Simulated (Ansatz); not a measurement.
# Tl

```
CELL_PARAMETERS angstrom
-1.95600 1.95600 1.95600
1.95600 -1.95600 1.95600
1.95600 1.95600 -1.95600
ATOMIC_POSITIONS crystal
Tl 0.00000 0.00000 0.00000
```

Structure from Materials Project entry mp-39 (possibly hypothetical), not relaxed further.

Spin–orbit coupling is left out, though it moves levels of the heavy atoms by tenths of an eV or more.

Level of theory: Ansatz 0.2.0, DFT, PBE, all-electron LAPW, scalar-relativistic.

Settings: a Γ-centred 13×13×13 k mesh, Fermi–Dirac smearing of 0.03 eV, basis error target 1 meV/atom, no spin polarisation.

* Pressure at this cell: 1.45 GPa
* Volume per atom: 29.93 Å³

Question: Predict this quantity. Density of states at the Fermi level (0.2 eV bin).

Answer: 0.46 states/eV per cell.

Question: Predict this quantity. Band gap.

Answer: none: with an odd electron count and no spin polarisation the bands can't all be full, a metal in this set-up (spin order or a larger cell could open a gap).
